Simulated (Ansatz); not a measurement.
## SnTe in Ansatz: the effect of functional

Crystal: SnTe.

```
CELL_PARAMETERS angstrom
0.00000 3.63506 3.63506
3.63506 0.00000 3.63506
3.63506 3.63506 0.00000
ATOMIC_POSITIONS crystal
Te 0.25000 0.25000 0.25000
Sn 0.00000 0.00000 0.00000
```

Measurements of this composition are mostly on another form, of space group No. 225.

The cell isn't the ideal one: volume scaled by 1.02.

Alike in all runs:

```yaml
Program: Ansatz 0.2.0
Task: single point
Potentials_or_basis: Ansatz PAW
k_mesh: 7 × 7 × 7
Occupations: fermi-dirac, width 0.05 eV
Spin: no spin polarisation
```

| functional | cutoff | gap on the mesh (eV) | pressure (GPa) |
| --- | --- | --- | --- |
| LDA | 420 eV (not typed: the program's choice for these potentials) | 0.30 | -2.6 |
| PBEsol | 420 eV (not typed: the program's choice for these potentials) | ? | ? |
| r2SCAN | 500 eV (not typed: the program's choice for these potentials) | 0.45 | -1.0 |

Q: What does the run with functional PBEsol give?

A: gap on the mesh 0.33 eV; pressure -1.8 GPa.

Caveats: odd divisions of the mesh miss points on the zone boundary, where band edges often lie, so the gap on the mesh can be too wide; spin-orbit coupling is left out, which moves the levels of the heavy elements; the PAW data sets come from PBE, with cores solved anew for the run's functional, which leaves a small shift of forces and pressure.

A k mesh can miss the band edges.

Runs at the PBE level aren't shown here.
